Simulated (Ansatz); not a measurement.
# B: one candidate of a structure search, part 2 of 2

The task: take a trial cell of B to zero force and stress.

Ansatz 0.2.0; DFT PBE, scalar-relativistic, plane waves, PAW. Earlier steps stand in the parts before.

## (4) Relaxation on the finer mesh

The end of the coarse run is made exact in the group found at a tolerance of 0.06 Å and reduced to its primitive cell, now 2 atoms.

input.yaml reads:

```yaml
crystal:
  lattice:
    - [3.0105512922, 0.0, 0.0]
    - [-1.5052756461, 2.6072138984, 0.0]
    - [0.0, 0.0, 1.9335788252]
  atoms:
    - { symbol: B, position: [0.6666666667, 0.3333333333, 0.0] }
    - { symbol: B, position: [0.3333333333, 0.6666666667, 0.0] }
basis:
  ecutwfc: 420
kpoints:
  mp_grid: { grid: [24, 24, 28] }
hamiltonian:
  xc: pbe
scf:
  occupations: { method: gaussian, width: 0.1 }
output:
  forces: true
  stress: true
  eigenvalues: true
  write_density: true
  write_potential: true
  elf: true
  volumetric_format: npy
relax:
  adjacent_minimum: "off"
  f_tol: 0.01
  max_steps: 80
  cell: { stress_tol: 0.05 }
```

Started as:

```
$ ansatz run input.yaml --threads 1 --pin off --max-ram 2560MiB --backend cpu --events-out ev --progress --plain --runs-dir out
```

What it wrote, cut to the lines that bear on the results:

```text
Warning: RAYON_NUM_THREADS=1 ignored (pool sized by the plan → 1); use --threads N
[...]
Pseudopotentials: kind: paw
Pseudopotential: B, paw, valence charge 3, recommended cutoff 420 eV (normal), B.paw.azcp
Functional definition: PBE
[...]
Crystal: 2 atoms, lattice volume = 15.177 Å³
Basis set: ecut = 420 eV, 271 PW (Γ), exchange–correlation on 48×48×30 points (8 copies of the dense FFT grid, shifted against one another)
Bands: 7, of which v1, the nominal top of the filled ones, is band 3 counted from 1 (2 counted from 0)
Symmetry: 24 space group operations
Space group: P6/mmm (ITA 191), of the structure as read, at distance tolerance 2.5e-5 Å
k-points: 915 of 16128
[...]
SCF iter   1: F=—  HF=-310.340959 eV  |F-HF|=—  |Δ(HF+E_count)|=         —  Δρ=2.97e-3  dr2=4.63e-4  ethr=1.77e-3  ⟨swp⟩=4.5  Hψ=43893  notcnv=0
[...]
--- Stress (GPa, compression-positive) ---
       -0.014098      -0.000000       0.000000
       -0.000000      -0.014098       0.000000
        0.000000       0.000000       0.006656
  P = ⅓ Tr σ = -0.0072 GPa (-0.072 kbar)
--- Band table (eV; the first three rows and the last of 915) ---
  k-point 0: bands = ["-6.1394", "6.9291", "6.9291", "14.1494", "14.1494", "14.2675", "20.9653"]
[...]
--- Relaxed structure (3 steps of the walk, 3 accepted, 1 SCFs on fresh bases) ---
  F+E_penalty+E_count = -310.34127035 eV   max|allowed force component| = 5.921e-16 eV/Å   (the final SCF, on the basis selected at the relaxed cell)
  cell:  # Å, volume = 15.1985 Å³
    - [3.011213741474441, -6.244922558195494e-34, -3.122461279097747e-33]
    - [-1.5056068707372205, 2.6077875963416526, 2.0916524453292324e-34]
    - [-2.0054549568581148e-33, -1.0027274784290574e-33, 1.9354742303839505]
  atoms:
    - { symbol: B, position: [0.6666666666666666, 0.3333333333333333, -1.2865570718291587e-34] }
    - { symbol: B, position: [0.3333333333333333, 0.6666666666666666, 1.28655707182916e-34] }
```

Wall time 37 s (1 thread of Arm Neoverse V1, shared host); peak memory 0.42 GiB.

Step by step:

```csv
step,E - E(step 1) (eV/cell),largest force component (eV/Å),pressure (GPa),volume (Å³)
1,0.0000,0.0000,0.22,15.18
2,0.0000,0.0000,0.11,15.19
3,0.0000,0.0000,-0.01,15.20
4,0.0000,0.0000,-0.01,15.20
```

Step 1 is the start. Step 4 repeats the geometry before it on a plane-wave basis chosen anew for that cell, so its energy need not be comparable with the rows above.

|  | before | after | change |
| --- | --- | --- | --- |
| a (Å) | 3.011 | 3.011 | 0.0 % |
| b (Å) | 3.011 | 3.011 | 0.0 % |
| c (Å) | 1.934 | 1.935 | +0.1 % |
| volume (Å³/atom) | 7.59 | 7.60 | +0.1 % |
| shortest distance (Å) | 1.738 | 1.739 | 0.0 % |
| space group (0.01 Å) | P6/mmm | P6/mmm | same |

The run keeps the 24 symmetry operations of the start, so it could not have lowered the symmetry.

Density in a lattice plane of the grid's cell (edges 3.01 and 3.01 Å, at 0.000 of the third edge), which holds B.

Ten even steps from '0' (0.08 e/Å³) to '9' (0.88 e/Å³):
```
000012346789987643210000
001123467899987542110000
011234578999876532110000
122345777788876532211111
234567765556776543221112
445777643356876544332233
567887533468887655444445
789997544689988766555667
899997667899998877777788
999988788999999988788999
888777777889999876679999
776655566788998644579998
554444455678886433578876
433223344567865334677754
221112234567765556776543
111111223567888777754322
000001123567899987543211
000001124578999876432110
000001234678998764321000
000011235689998653211000
```
Columns run along the first of these edges and rows up along the second, over one cell in 24 and 20 even steps from the bottom left corner. Atoms in the plane (fractional): B at (0.67, 0.33), B at (0.33, 0.67).

ELF in the same plane.

Ten even steps from '0' (0.01) to '9' (0.94):
```
001235678999999876432100
112345678888888765432111
233456666666666665432111
345665543333455665443233
566764210001246766554445
787753100001467877655566
888853000014688887666678
999852000146899987666789
999853112479999976556789
999854245899999854245899
998765567999997421135899
998766678999864100025899
887666678888641000035888
766555677876410000135778
554445566764210001246766
333234456655433334556654
211123456666666666665433
111123456788888887654321
000123467899999987653210
000124578999999987542100
```
Columns run along the first of these edges and rows up along the second, over one cell in 24 and 20 even steps from the bottom left corner. Atoms in the plane (fractional): B at (0.67, 0.33), B at (0.33, 0.67).

Both are smooth fields of the valence electrons: close to the nuclei they are not physical.

Maxima of ELF outside the ion cores: 0.94 on the B–B line, 0.9 Å from B.

## (5) Outcome

The summary covers parts 1 to 2. Changes of volume or cell count from the first structure of part 1.

```
                              quantity                                                                       value
symmetry at the end (tolerance 0.05 Å)                                                space group P6/mmm (No. 191)
                     conventional cell  a = 3.011 Å, b = 3.011 Å, c = 1.935 Å, α = 90.00°, β = 90.00°, γ = 120.00°
                                volume                                                                7.60 Å³/atom
        energy over the standard state                                                               +0.74 eV/atom
                       gap on the mesh                                                                none (metal)
```

The symmetry goes from space group Imma (No. 74) to space group P6/mmm (No. 191), and the volume per atom shrinks by 6.6 % from the first guess. It lies above the element's standard state, so it is metastable at best. No finished test with a distortion of lower symmetry is shown, so the end may be a saddle point.
